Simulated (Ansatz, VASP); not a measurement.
# SnO2 in VASP and in Ansatz

The input INCAR:

```
ALGO = Normal
EDIFF = 1E-7
ENCUT = 520
GGA = PS
ISIF = 2
ISMEAR = 0
LASPH = True
LCHARG = True
LELF = True
LREAL = False
LVHAR = True
LWAVE = False
NBANDS = 20
NELM = 100
PREC = Accurate
SIGMA = 0.05
```

KPOINTS

```
k-points
0
Gamma
  12 12 12
```

POSCAR

```
SnO2
1.0
    1.5763225363      0.9100902406      4.3304882037
   -1.5763225363      0.9100902406      4.3304882037
    0.0000000000     -1.8201804813      4.3304882037
Sn O
1 2
Direct
    0.5000000000      0.5000000000      0.5000000000
    0.2604838868      0.2604838868      0.2604838868
    0.7395161132      0.7395161132      0.7395161132
```

Input for Ansatz:

```yaml
crystal:
  lattice:
    - [1.5763225363, 0.9100902406, 4.3304882037]
    - [-1.5763225363, 0.9100902406, 4.3304882037]
    - [0.0, -1.8201804813, 4.3304882037]
  atoms:
    - { symbol: Sn, position: [0.5, 0.5, 0.5] }
    - { symbol: O, position: [0.2604838868, 0.2604838868, 0.2604838868] }
    - { symbol: O, position: [0.7395161132, 0.7395161132, 0.7395161132] }
basis:
  ecutwfc: 520.0
kpoints:
  mp_grid: { grid: [12, 12, 12] }
hamiltonian:
  xc: pbesol
  pseudopotentials: { kind: paw, azcp: { folder: soft_1 } }
scf:
  occupations: { method: gaussian, width: 0.05 }
output:
  forces: true
  stress: true
  eigenvalues: true
```

Alike in both runs: task single point; functional PBEsol; k mesh 12 × 12 × 12; occupations gaussian, width 0.05 eV; no spin polarisation.

|  | VASP | Ansatz |
| --- | --- | --- |
| version | VASP 6.6.1 | Ansatz 0.2.0 |
| potentials or method | VASP PAW PBE potentials, release 64 (Sn_d, O) | scalar-relativistic, plane waves, PAW |
| plane-wave cutoff (eV) | 520 | 520 |
| valence electrons in the cell | 26 | 26 |

|  | VASP | Ansatz | Ansatz less VASP |
| --- | --- | --- | --- |
| gap on the k mesh at the Fermi level (eV) | 1.09 | 1.11 | +0.027 |
| least direct gap on the mesh (eV) | 1.15 | 1.18 | +0.033 |
| pressure (GPa) | -8.4 | -9.1 | -0.61 |
| largest component of the traceless stress (GPa) | 12.08 | 11.86 | -0.222 |
| rms of the force components (eV/Å) | 1.395 | 1.426 | +0.0312 |

Atom by atom the forces differ by 0.031 eV/Å (rms over components). Ansatz warned: «pseudo_functional_mismatch».

Caveats: the PAW data sets were made with another functional, which shifts forces and pressure a little (VASP); spin-orbit coupling is left out, which moves the levels of the heavy elements. A k mesh can miss the band edges.
